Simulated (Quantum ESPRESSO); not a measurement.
The system is HgTe (Coloradoite).

```
Hg Te
1.0
     0.00000    3.21450    3.21450
     3.21450    0.00000    3.21450
     3.21450    3.21450    0.00000
Hg Te
1 1
Direct
  0.00000 0.00000 0.00000
  0.75000 0.75000 0.75000
```

| Item | Value |
| --- | --- |
| Program | Quantum ESPRESSO 7.5 |
| Task | phonons |
| Functional | PBE |
| Potentials or basis | SG15 PBE 1.2 |
| Cutoff | 952 eV |
| Density cutoff | 3810 eV |
| k mesh | 6 × 6 × 6 |
| Occupations | cold, width 0.2 eV |
| Spin | no spin polarisation |
| Mixing beta | 0.5 |
| Most SCF iterations | 120 |
| SCF threshold | 4e-10 Ry |

**Question.** Which optical modes does the crystal have at the zone centre, and which show in infrared and Raman spectra?

**Answer.** The optical modes are T2. Infrared active: T2. Raman active: T2.

Optical modes at Γ, degenerate ones joined:
| cm⁻¹ | components | symmetry | active in |
| --- | --- | --- | --- |
| 123 | 3 | T2 | IR and Raman |

Caveat: the mesh is thin for the phonons of a metal; the cell is more than 3 GPa from zero pressure, which shifts response properties.
